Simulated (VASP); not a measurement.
# SnSe2 (P-3m1) in VASP: a series of runs, part 2 of 2

VASP 6.6.1. Earlier steps stand in the parts before.

### 8 Dielectric tensor, PBE

This run uses another cell than the first one, of 25.73 Å³/atom, 1.006 times its volume.

File INCAR:

```
SYSTEM = SnSe2
PREC = Accurate
ENCUT = 800
EDIFF = 1E-8
ISMEAR = 0
SIGMA = 0.01
LREAL = .FALSE.
LASPH = .TRUE.
NELM = 100
ALGO = Normal
ISIF = 2
LWAVE = .FALSE.
LCHARG = .FALSE.
GGA = PE
LEPSILON = .TRUE.
```

File KPOINTS:

```
regular mesh
0
G
  14 14 8
  0 0 0
```

File POSCAR:

```
SnSe2
1.0
    3.8110000000      0.0000000000      0.0000000000
   -1.9055000000      3.3004228138      0.0000000000
    0.0000000000      0.0000000000      6.1360000000
Sn Se
1 2
Direct
    0.0000000000      0.0000000000      0.0000000000
    0.6666666667      0.3333333333      0.7510000000
    0.3333333333      0.6666666667      0.2490000000
```

Potentials or basis: VASP PAW PBE potentials, release 64 (Sn_d, Se).

Started as:

```console
cat potpaw_PBE.64/Sn_d/POTCAR potpaw_PBE.64/Se/POTCAR > POTCAR
mpirun -np 1 vasp_std > vasp.out
```

OUTCAR:

```text
SYSTEM = SnSe2
   PREC = Accurate
   ENCUT = 800
   EDIFF = 1E-8
   ISMEAR = 0
   LREAL = .FALSE.
   LASPH = .TRUE.
   NELM = 100
   ISIF = 2
   GGA = PE
   LEPSILON = .TRUE.

 ion  position               nearest neighbor table
   1  0.000  0.000  0.000-   2 2.68   3 2.68   3 2.68   2 2.68   2 2.68   3 2.68
   2  0.667  0.333  0.751-   1 2.68   1 2.68   1 2.68
   3  0.333  0.667  0.249-   1 2.68   1 2.68   1 2.68

  LATTYP: Found a hexagonal cell.
 ALAT       =     3.8110000000
 C/A-ratio  =     1.6100760955

  Lattice vectors:

 A1 = (   3.8110000000,   0.0000000000,   0.0000000000)
 A2 = (  -1.9055000000,   3.3004228138,   0.0000000000)
 A3 = (   0.0000000000,   0.0000000000,   6.1360000000)

Analysis of symmetry for initial positions (statically):
=====================================================================
 Subroutine PRICEL returns:
 Original cell was already a primitive cell.

 Routine SETGRP: Setting up the symmetry group for a
 hexagonal supercell.

 Subroutine GETGRP returns: Found 12 space group operations
 (whereof 12 operations were pure point group operations)
 out of a pool of 24 trial point group operations.

The static configuration has the point symmetry D_3d.

Analysis of symmetry for dynamics (positions and initial velocities):
=====================================================================
 Subroutine PRICEL returns:
 Original cell was already a primitive cell.

 Routine SETGRP: Setting up the symmetry group for a
 hexagonal supercell.

 Subroutine GETGRP returns: Found 12 space group operations
 (whereof 12 operations were pure point group operations)
 out of a pool of 24 trial point group operations.

[... 666 lines left out ...]
          11.689069     0.000000     0.000000
           0.000000    11.689069    -0.000000
           0.000000    -0.000000    11.126491
 ------------------------------------------------------

 Free energy of the ion-electron system (eV)
  ---------------------------------------------------
  ---------------------------------------------------
  free energy    TOTEN  =        -2.32164149 eV

  energy without entropy =       -2.32164149

------------------------ aborting loop because EDIFF is reached ----------------------------------------

--------------------------------------- Ionic step        2  -------------------------------------------

------------------------ aborting loop because EDIFF is reached ----------------------------------------

--------------------------------------- Ionic step        3  -------------------------------------------

 Free energy of the ion-electron system (eV)
  ---------------------------------------------------
  ---------------------------------------------------
  free energy    TOTEN  =        -1.75744730 eV

  energy without entropy =       -1.75744730

------------------------ aborting loop because EDIFF is reached ----------------------------------------

 PIEZOELECTRIC TENSOR FIELD DIRECTION 3  (e Angst)
 -----------------------------------------------------------------------------
     0.00672 -0.00000 -0.00000           (  0.00002 -0.00000  0.00000)
    -0.00000  0.00672  0.00000           ( -0.00000  0.00002  0.00000)
     0.00000 -0.00000 -0.01235           (  0.00000  0.00000 -0.00003)

 PIEZOELECTRIC TENSOR FIELD DIRECTION 3  (C/m^2)
 -----------------------------------------------------------------------------
     0.00139 -0.00000 -0.00000
    -0.00000  0.00139  0.00000
     0.00000 -0.00000 -0.00256

 MACROSCOPIC STATIC DIELECTRIC TENSOR (including local field effects in DFT)
 ------------------------------------------------------
          11.055938     0.000000     0.000000
          -0.000000    11.055938     0.000000
           0.000000     0.000000     8.681736
 ------------------------------------------------------

 PIEZOELECTRIC TENSOR (including local field effects)  for field in x, y, z        (e  Angst)
          XX          YY          ZZ          XY          YZ          ZX
  --------------------------------------------------------------------------------
  x     0.00000     0.00000     0.00000     0.00000     0.00000     0.00000
  y     0.00000     0.00000     0.00000     0.00000     0.00000     0.00000
  z     0.00000     0.00000     0.00000     0.00000     0.00000     0.00000

 PIEZOELECTRIC TENSOR (including local field effects)  for field in x, y, z        (C/m^2)
          XX          YY          ZZ          XY          YZ          ZX
  --------------------------------------------------------------------------------
  x     0.00000     0.00000     0.00000     0.00000     0.00000     0.00000
  y     0.00000     0.00000     0.00000     0.00000     0.00000     0.00000
  z     0.00000     0.00000     0.00000     0.00000     0.00000     0.00000

 BORN EFFECTIVE CHARGES (including local field effects) (in |e|, cummulative output)
 ---------------------------------------------------------------------------------
 ion    1
    1     5.08093     0.00000     0.00000
    2     0.00000     5.08093     0.00000
    3    -0.00000     0.00000     1.88034
 ion    2
    1    -2.54046     0.00000     0.00000
    2     0.00000    -2.54046     0.00000
    3     0.00000     0.00000    -0.94017
 ion    3
    1    -2.54046     0.00000     0.00000
    2     0.00000    -2.54046     0.00000
    3     0.00000     0.00000    -0.94017
```

Wall time 48 min (1 thread of Intel Xeon 6975P-C (Granite Rapids), shared host); peak memory 2.4 GiB.

Results:

```
Band gap on the k mesh                  : 0.72 eV, indirect (least direct gap 1.09 eV)
Electronic dielectric tensor (diagonal) : 11.06, 11.06, 8.68
Born charges (mean of the diagonal)     : Sn +4.01; Se -2.01 e
```

Levels at points of the mesh, in eV from the valence-band top:
```tsv
k point	band 11	band 12	band 13	band 14	band 15	band 16
(0.00, 0.00, 0.00)	-0.43	-0.43	-0.04	1.05	2.90	4.60
(0.50, 0.00, 0.00)	-2.72	-1.24	-0.35	1.11	3.76	5.41
(0.00, 0.00, 0.50)	-0.83	-0.28	-0.28	2.40	2.88	4.33
(0.50, 0.00, 0.50)	-2.03	-0.88	-0.74	0.83	4.22	4.81
```

Electronic dielectric tensor:
```
11.06  0.00  0.00
 0.00 11.06  0.00
 0.00  0.00  8.68
```

Born effective charge tensors (e):
atom 1, Sn
```
5.08 0.00 0.00
0.00 5.08 0.00
0.00 0.00 1.88
```
atom 2, Se
```
-2.54  0.00  0.00
 0.00 -2.54  0.00
 0.00  0.00 -0.94
```
atom 3, Se
```
-2.54  0.00  0.00
 0.00 -2.54  0.00
 0.00  0.00 -0.94
```

Caveat: spin-orbit coupling is left out, which moves the levels of the heavy elements; this functional lacks dispersion, which binds the layers, so the pressure and a relaxed spacing across them are unreliable. A k mesh can miss the band edges.
